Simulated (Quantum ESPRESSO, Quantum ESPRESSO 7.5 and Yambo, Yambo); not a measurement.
# InP (F-43m): G0W0 on several meshes in Yambo

Wanted: mesh dependence and cost of G0W0 for InP (F-43m).

Method: PBE and many-body steps on it, plane waves, in Quantum ESPRESSO 7.5 and Yambo 5.3.0.

The database entry behind the starting cell differs from later determinations by our own check (0.1 to 0.3 % short, probably kX units), so it need not match the best structure at ambient conditions.

## 1. The structure

It takes space group F-43m (No. 216, cubic). Conventional cell: a = 5.861 Å, b = 5.861 Å, c = 5.861 Å, α = 90.00°, β = 90.00°, γ = 90.00°. Nearest to In lie 4 P at 2.54 Å. P has 4 In at 2.54 Å nearest. Farther neighbours are not listed.

The cell and positions come from the Crystallography Open Database and are kept as given unless a step says otherwise.

## 2. Empty states on the mesh, 4×4×4 mesh, 332 bands

This step: Quantum ESPRESSO 7.5; DFT, PBE, plane waves, norm-conserving pseudopotentials.

The sums over transitions need many empty states on a uniform mesh; this step solves for them.

pw.in reads:

```
&control
  calculation = 'nscf'
  prefix = 'x'
  outdir = 'o'
  pseudo_dir = 'pseudo'
/
&system
  ibrav = 0
  nat = 2
  ntyp = 2
  ecutwfc = 62.0
  nbnd = 332
  force_symmorphic = .true.
/
&electrons
  conv_thr = 1e-9
  electron_maxstep = 80
  diago_full_acc = .true.
  diago_thr_init = 5e-6
/
ATOMIC_SPECIES
  In 114.82 In.upf
  P 30.974 P.upf
CELL_PARAMETERS angstrom
  -0.0000000000 2.9305000000 2.9305000000
  2.9305000000 -0.0000000000 2.9305000000
  2.9305000000 2.9305000000 -0.0000000000
ATOMIC_POSITIONS crystal
  In 0.0000000000 0.0000000000 0.0000000000
  P 0.2500000000 0.2500000000 0.2500000000
K_POINTS automatic
  4 4 4 0 0 0
```

Run with:

```
$ OMP_NUM_THREADS=1 mpirun -n 4 pw.x -nk 4 -in pw.in > pw.out
```

The log of the run:

```text
Program PWSCF v.7.5 starts

     This program is part of the open-source Quantum ESPRESSO suite
     for quantum simulation of materials; please cite
         "P. Giannozzi et al., J. Phys.:Condens. Matter 21 395502 (2009);
         "P. Giannozzi et al., J. Phys.:Condens. Matter 29 465901 (2017);
         "P. Giannozzi et al., J. Chem. Phys. 152 154105 (2020);
     in publications or presentations arising from this work. More details at

     Atomic positions and unit cell read from directory:
     o/x.save/

     Message from routine setup:
[...]
65.9107  66.1330  66.1330  67.2685  68.0625  68.0625  70.5456  70.5456
     [... 30 further rows ...]
   191.5040 191.6628 191.6628 192.0017 192.0063 192.3154 192.3252 192.3252
   192.9527 192.9527 194.0288 194.1056

          k = 0.3536 0.0000 0.0000 (  2826 PWs)   bands (ev):

     [... further k-points ...]

     highest occupied, lowest unoccupied level (ev):     7.1482    7.8576

     XML data file, pseudopotentials, collected wavefunctions

=------------------------------------------------------------------------------=
   JOB DONE.
=------------------------------------------------------------------------------=
```

It took 29 s on 4 MPI ranks of Arm Neoverse V1, shared host; peak memory 0.55 GiB; 1.9 min of CPU time.

This step gave:

```
gap                                                           : 0.7094 eV
k of the valence top                                          : 0, 0, 0
k of the conduction bottom                                    : 0, 0, 0
least direct gap                                              : 0.7094 eV
k points computed                                             : 8
lowest point of the top converged band, above the valence top : 186.6966 eV
```

On this mesh the gap is 0.709 eV.

The density comes from a self-consistent run that is not shown.

## 3. Conversion and set-up

This step: Yambo 5.3.0; conversion and set-up on PBE, plane waves, norm-conserving pseudopotentials.

The states are converted to the many-body program's format and the q mesh is built.

Run with:

```
$ (cd o/x.save; p2y > p2y.log; mv SAVE ../..); yambo > setup.log
```

The log of the run:

```text
 Yambo, version 5.3.0

 [02] CORE Variables Setup
 =========================

  [02.01] Unit cells
  ==================

  Cell kind             :  FCC
  Atoms in the cell     :  In  P
  number of In atoms    :  1
  number of P  atoms    :  1

  List of atomic masses
  Mass of In    :  114.8200
  Mass of P     :  30.97400

  List of atomic coordinates    : [cc]
  In1       :  0.000000  0.000000  0.000000  order 1
  P1       :  2.768921  2.768921  2.768921  order 2

  Alat factors          :  5.537842  5.537842  5.537842 [a.u.]
  Direct lattice volume :  339.6658 [a.u.]
[...]
==========================================

 IBZ Q-points                                      :   8
 BZ  Q-points                                      :   64

 K/Q-points units:
 rlu = crystal or reduced units; cc = cartesian coordinates; iku = interal k-units

 Q [1]          [rlu]:  0.000000  0.000000  0.000000
 Q [2]          [rlu]:  0.54193E-16  0.26437E-16  0.25000
 Q [3]          [rlu]: -0.10839E-15 -0.52875E-16 -0.50000
[...]
Q [7]          [rlu]: -0.17475E-18 -0.50000     -0.50000
 Q [8]          [rlu]:  0.250000 -0.500000 -0.250000

  [03.01] X indexes
  =================

   [03.01.01] Sigma indexes
   ========================

 [06] Game Over & Game summary
```

Wall time 2.5 s (1 MPI rank); peak memory 0.24 GiB.

## 4. 4×4×4

Now the one-shot GW correction: screening in the RPA, then the self-energy of the levels asked for.

This step: G0W0 on PBE, plane waves, norm-conserving pseudopotentials.

gw2.in reads:

```
HF_and_locXC
gw0
dyson
ppa
em1d
rim_cut
RandQpts= 1000000
RandGvec= 1 RL
EXXRLvcs= 62 Ry
VXCRLvcs= 248 Ry
Chimod= "HARTREE"
% BndsRnXp
 1 | 140 |
%
NGsBlkXp= 10.5 Ry
% LongDrXp
 1 | 1 | 1 |
%
% GbndRnge
 1 | 140 |
%
DysSolver= "n"
ExtendOut
PPAPntXp= 27.21138 eV
% QPkrange
 1 | 1 | 8 | 11 |
%
```

Run with:

```
$ OMP_NUM_THREADS=1 mpirun -n 4 yambo -F gw2.in -J gw2 -C gw2 > gw2.log
```

The log of the run:

```text
 Yambo, version 5.3.0

 [02] CORE Variables Setup
 =========================

  [... cell, symmetries and grids as in the set-up ...]

  [02.05] Energies & Occupations
  ==============================

  [X] === General ===
  [X] Electronic Temperature                        :  0.000000  0.000000 [eV K]
  [X] Bosonic    Temperature                        :  0.000000  0.000000 [eV K]
  [X] Finite Temperature mode                       : no
  [X] El. density                                   :  0.35762E+24 [cm-3]
  [X] Fermi Level                                   :  7.148157 [eV]

  [X] === Gaps and Widths ===
  [X] Conduction Band Min                           :  0.709393 [eV]
  [X] Valence Band Max                              :  0.000000 [eV]
  [X] Filled Bands                                  :   9
  [X] Empty Bands                                   :    10   332
  [X] Direct Gap                                    :  0.709393 [eV]
  [X] Direct Gap localized at k                     :  1
  [X] Indirect Gap                                  :  0.709393 [eV]
  [X] Indirect Gap between kpts                     :  1  1
  [X] Last valence band width                       :  2.910625 [eV]
  [X] 1st conduction band width                     :  3.585714 [eV]

 [03] Transferred momenta grid and indexing
 ==========================================

 IBZ Q-points                                      :   8
 BZ  Q-points                                      :   64

 K/Q-points units:
 rlu = crystal or reduced units; cc = cartesian coordinates; iku = interal k-units

 Q [1]          [rlu]:  0.000000  0.000000  0.000000
 Q [2]          [rlu]:  0.54193E-16  0.26437E-16  0.25000
 Q [3]          [rlu]: -0.10839E-15 -0.52875E-16 -0.50000
 Q [4]          [rlu]:  0.87374E-19  0.25000      0.25000
 Q [5]          [rlu]:  0.23853E-16  0.25000      0.50000
 Q [6]          [rlu]:  0.44978E-16  0.25000     -0.25000
 Q [7]          [rlu]: -0.17475E-18 -0.50000     -0.50000
 Q [8]          [rlu]:  0.250000 -0.500000 -0.250000

 [04] Coloumb potential Random Integration (RIM)
 ===============================================

  [04.01] RIM initialization
  ==========================

  * Diagonal components only detected *

  8 x (sBL volume)        :  0.091285 [a.u.]
  sBZ random points       :  1000000
  Points outside the sBZ  :   7999624
  RL volume               :  0.730277 [a.u.]
  Integrated volume       :  0.730312 [a.u.]

  [04.02] RIM integrals
  =====================

  Gamma point sphere radius             :  0.081674 [a.u.]
  Points outside the sphere             :   799635
  [Int_sBZ(q=0) 1/q^2]*(Vol_sBZ)^(-1/3) =:  7.763403
                                 should be <:  7.795600

  Summary of Coulomb integrals for non-metallic bands |Q|[au] RIM/Bare

  Q [1] 0.100000E-4 0.995870 * Q [2] 0.245646 1.064378
  Q [4] 0.283648 1.062979 * Q [6] 0.401138 1.025806
  Q [5] 0.470377 1.018843 * Q [3] 0.491292 1.016674
  Q [7] 0.567295 1.013309 * Q [8] 0.634256 1.010147

 [WARNING] [Xp] User bands 1-140 break level degeneracy

 [05] Dipoles
 ============

  [05.01] Setup: observables and procedures
  =========================================

 [06] Dynamic Dielectric Matrix (PPA)
 ====================================

 [WR./gw2//ndb.pp]---------------------------------------------------------------
  Brillouin Zone Q/K grids (IBZ/BZ)                :    8   64    8   64
  RL vectors                                       :   3479 [WF]
  Coulomb cutoff potential                         : none
  Electronic Temperature                           :  0.000000 [K]
  Bosonic    Temperature                           :  0.000000 [K]
  PPA    diel. fun.  energies                      : Perdew, Burke & Ernzerhof(X)+Perdew, Burke & Ernzerhof(C)
  wavefunctions                                    : Perdew, Burke & Ernzerhof(X)+Perdew, Burke & Ernzerhof(C)
  Global Gauge                                     : length
  X matrix size                                    :  181
  X band range                                     :    1  140
  X e/h energy range                               : -1.000000 -1.000000 [eV]
  X Time ordering                                  : R
  X Hxc Kernel                                     : HARTREE
  X Drude frequency                                :  0.000000  0.000000
  X poles                                          :  100.0000 [o/o]
  RL vectors in the sum                            :   3479
  [r,Vnl] included                                 : yes
  Field direction                                  :  0.577350E-5  0.577350E-5  0.577350E-5
  BZ energy Double Grid                            : no
  BZ energy DbGd points                            : 0
  BZ Q point size factor                           : -1.000000
  X Optical Averaged directions                    : none

 [07] Local Exchange-Correlation + Non-Local Fock
 ================================================

 [VXC] Plane waves :  22227
 [EXS] Plane waves :  2837

 QP @ state[ 1 ] K range:  1  1
 QP @ state[ 1 ] b range:   8  11

 [xc] Functional : Perdew, Burke & Ernzerhof(X)+Perdew, Burke & Ernzerhof(C)
 [xc] LIBXC used to calculate xc functional
  PP Number of Atomic Species                      :  2
  NLCC RL compoments                               :  22227
  PP Number of Atomic Species                      :  2
  NLCC RL compoments                               :  22227

 [xc] E_xc :  -9.123540 [Ha]
      E_xc :  -18.24708 [Ry]

  Local XC kind (lXC) : Perdew, Burke & Ernzerhof(X)+Perdew, Burke & Ernzerhof(C)
  Non-Local XC kind (nlXC) : Hartree-Fock

  Corrections @ K [1] :  [eV]
 <8|nlXC|8> = -14.09355 -0.68615E-17 <8|lXC|8> = -12.52831  0.000000
 <9|nlXC|9> = -14.09363 -0.78325E-17 <9|lXC|9> = -12.52831  0.000000
 <10|nlXC|10> = -7.566941  0.14123E-17 <10|lXC|10> = -11.29083  0.000000
 <11|nlXC|11> = -6.418432 -0.16616E-17 <11|lXC|11> = -10.21593  0.000000

 [08] Dyson equation: Newton solver
 ==================================

  [08.01] G0W0 (W PPA)
  ====================

  [  GW  ] Bands range     :    1  140
  [GW/PPA] G damping       :  0.100000 [eV]

  QP @ state[ 1 ] K range:  1  1
  QP @ state[ 1 ] b range:   8  11

   Sc/G bands                                       :    1  140
   Sc/G damping                                     :  0.100000 ev
   Sc bands terminator                              : no
   Sx RL components                                 :  2837

   QP @ state[ 1 ] K range                          :  1  1
   QP @ state[ 1 ] b range                          :   8  11
   GF energies kind                                 : Perdew, Burke & Ernzerhof(X)+Perdew, Burke & Ernzerhof(C)
   GF WF`s kind                                     : Perdew, Burke & Ernzerhof(X)+Perdew, Burke & Ernzerhof(C)
   Xs energies kind                                 : Perdew, Burke & Ernzerhof(X)+Perdew, Burke & Ernzerhof(C)
   Xs WF`s kind                                     : Perdew, Burke & Ernzerhof(X)+Perdew, Burke & Ernzerhof(C)

 [11] Game Over & Game summary
```

Wall time 52 s (4 MPI ranks); peak memory 1.4 GiB; 3.4 min of CPU time.

Numbers from this step:

```
G0W0 gap on the points computed              : 1.053 eV
starting gap on the mesh                     : 0.7094 eV
k of the valence top                         : 0, 0, 0
k of the conduction bottom                   : 0, 0, 0
least direct G0W0 gap on the computed points : 1.053 eV
Z at the valence top                         : 0.7821
Z at the conduction bottom                   : 0.7939
```

The gap on the mesh goes from 0.71 eV to 1.05 eV, a correction of +0.34 eV.

## 5. Empty states on the mesh, 2×2×2 mesh, 140 bands

This step: Quantum ESPRESSO 7.5; DFT, PBE, plane waves, norm-conserving pseudopotentials.

Edit pw.in of step 2 so:

```diff
@@ -11,3 +11,3 @@
   ecutwfc = 62.0
-  nbnd = 332
+  nbnd = 140
   force_symmorphic = .true.
@@ -31,2 +31,2 @@
 K_POINTS automatic
-  4 4 4 0 0 0
+  2 2 2 0 0 0
```

Run with:

```
$ OMP_NUM_THREADS=1 mpirun -n 4 pw.x -nk 4 -in pw.in > pw.out
```

The log of the run:

```text
[banner, memory and clock lines left out]
Program PWSCF v.7.5 starts

     Atomic positions and unit cell read from directory:
     o/x.save/

     Message from routine setup:
     using ibrav=0 with symmetry is DISCOURAGED, use correct ibrav instead

     Message from routine divide_et_impera:
     suboptimal parallelization: some nodes have no k-points

     G-vector sticks info

     bravais-lattice index     =            0
     lattice parameter (alat)  =       7.8317  a.u.
     unit-cell volume          =     339.6658 (a.u.)^3
     number of atoms/cell      =            2
[...]
102.7088 102.7088 104.1953 107.8843

          k =-0.3536-0.3536 0.3536 (  2788 PWs)   bands (ev):

[...]
[... 6 further rows ...]
[...]
104.9234 106.1111 106.3457 106.3457

          k =-0.7071 0.0000 0.0000 (  2778 PWs)   bands (ev):

[...]
66.9530  67.6015  68.9984  69.8760  70.5665  70.5665  70.7435  72.1199
     [... 6 further rows ...]
   103.3240 103.3240 104.8990 105.4611 105.4611 105.6087 106.5406 108.1993
   109.0008 109.0740 109.4034 109.8536

     highest occupied, lowest unoccupied level (ev):     7.1482    7.8576

     XML data file, pseudopotentials, collected wavefunctions
```

Wall time 4.4 s (4 MPI ranks); peak memory 0.28 GiB.

This step gave:

- gap: 0.7094 eV
- k of the valence top: 0, 0, 0
- k of the conduction bottom: 0, 0, 0
- least direct gap: 0.7094 eV
- k points computed: 3
- lowest point of the top converged band, above the valence top: 99.1975 eV

On this mesh the gap is 0.709 eV.

(Continued in part 2 of 2.)

[Paths, hosts, dates, memory and timing lines, banners, echoed tables and standing remarks are left out of the program output.]

[Logs are printed without paths, hosts, clocks, repeated set-up lines and the standing remarks that a program may print on its own settings, such as how far it seeks lower states.]

[Runs of the session that timed out or met a known fault of the program may be left out.]

[Hosts, paths, dates, database ids (printed as entryN), source tags and the programs' standing remarks are cut or masked in the printed files.]
